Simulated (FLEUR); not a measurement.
**NiO under changes of volume**

One of the cells (9.076 Å³/atom); the others are scaled copies at fixed shape and fractional positions:

```xyz
2
Lattice="0.0000 2.0859 2.0859 2.0859 0.0000 2.0859 2.0859 2.0859 0.0000" Properties=species:S:1:pos:R:3 pbc="T T T"
Ni    0.0000    0.0000    0.0000
O     2.0859    2.0859    2.0859
```

```yaml
Program: FLEUR MaX-R8.1 (later development tree)
Functional: SCAN
Potentials_or_basis: all-electron
Basis: FLAPW
Kmax: 4.88 1/bohr
k_mesh: 11 × 11 × 11
Occupations: fermi-dirac, width 0.05 eV
Spin: collinear spin, ferromagnetic start
Starting_moments: "[1.0, 0.0] μB"
```

```csv
volume (Å³/atom),energy over the lowest point (meV/atom),gap on the mesh (eV)
8.531,?,?
8.713,15.54,1.04
9.076,0.00,1.16
9.439,5.00,1.27
9.620,13.63,1.32
```

What does the run at 8.531 Å³/atom give?

Energy over the lowest point 32.35 meV/atom; gap on the mesh 0.96 eV.

Worked out: A Birch-Murnaghan fit of order 2 (a polynomial in V^(-2/3)) to the other rows has its minimum at 9.16 Å³/atom with B0 = V·E''(V) = 215 GPa. It gives 32.26 meV/atom at 8.531 Å³/atom, against the run's 32.35. A straight line through the other rows of the gap, of slope 2.83 eV per unit of ln V, extrapolates to 0.98 eV, against the run's 0.96.

Energies are extrapolated to zero smearing.

Caveats: the meta-GGA is that of a development version, with a GGA for the radial functions and cores and without core tails; an odd mesh through Γ misses points on the zone boundary, where band edges often lie; a cell with one magnetic atom can't hold antiferromagnetic order, which such compounds often take.
